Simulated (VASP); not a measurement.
Sb: relaxation of cell and atoms with LDA

Crystal: Sb.

```xyz
2
Lattice="2.1491 1.2408 3.6813 -2.1491 1.2408 3.6813 0.0000 -2.4816 3.6813" Properties=species:S:1:pos:R:3 pbc="T T T"
Sb    0.0000    0.0000    2.5939
Sb    0.0000    0.0000    8.4502
```

```json
{"Program": "VASP 6.6.1", "Task": "relaxation of cell and atoms", "Functional": "LDA", "Potentials or basis": "VASP PAW LDA potentials, release 64 (Sb)", "Cutoff": "350 eV", "k mesh": "6 × 6 × 6", "Occupations": "gaussian, width 0.02 eV", "Spin": "no spin polarisation", "Further INCAR settings": "ALGO = Normal; EDIFF = 1e-07; IBRION = 2; EDIFFG = -0.002; NSW = 80; ISIF = 3"}
```

The pressure after relaxing is 0.0 GPa. The band gap on the k mesh is none (metal or under the smearing width).

Final structure:
```cif
data_structure
_symmetry_space_group_name_H-M 'P 1'
_symmetry_Int_Tables_number 1
_cell_length_a 4.4396
_cell_length_b 4.4396
_cell_length_c 4.4396
_cell_angle_alpha 57.903
_cell_angle_beta 57.903
_cell_angle_gamma 57.903
_cell_volume 58.90
loop_
_atom_site_label
_atom_site_type_symbol
_atom_site_fract_x
_atom_site_fract_y
_atom_site_fract_z
_atom_site_occupancy
Sb1 Sb 0.23487 0.23487 0.23487 1
Sb2 Sb 0.76513 0.76513 0.76513 1
```

Levels at points of the mesh, in eV from the Fermi level:
| k point | band 2 | band 3 | band 4 | band 5 | band 6 | band 7 | band 8 | band 9 |
| --- | --- | --- | --- | --- | --- | --- | --- | --- |
| (0.00, 0.00, 0.00) | -4.79 | -2.06 | -1.91 | -1.91 | 2.17 | 2.72 | 2.72 | 4.92 |
| (0.50, 0.00, 0.00) | -9.84 | -1.91 | -1.74 | -0.35 | -0.26 | 0.17 | 0.31 | 7.70 |
| (0.50, 0.50, 0.00) | -8.05 | -5.66 | -3.87 | -3.83 | 1.48 | 5.01 | 5.47 | 7.08 |
| (0.50, 0.50, 0.50) | -9.22 | -1.36 | -1.36 | -0.57 | -0.06 | -0.06 | 0.97 | 7.12 |

It took 8.9 s on 1 thread of Intel(R) Xeon(R) Platinum 8488C (Sapphire Rapids), with other jobs on the host, peak memory 0.13 GiB.

Caveat: the relaxation stopped at its first step, so nothing moved. Spin-orbit coupling is left out, which matters for the levels of Sb.
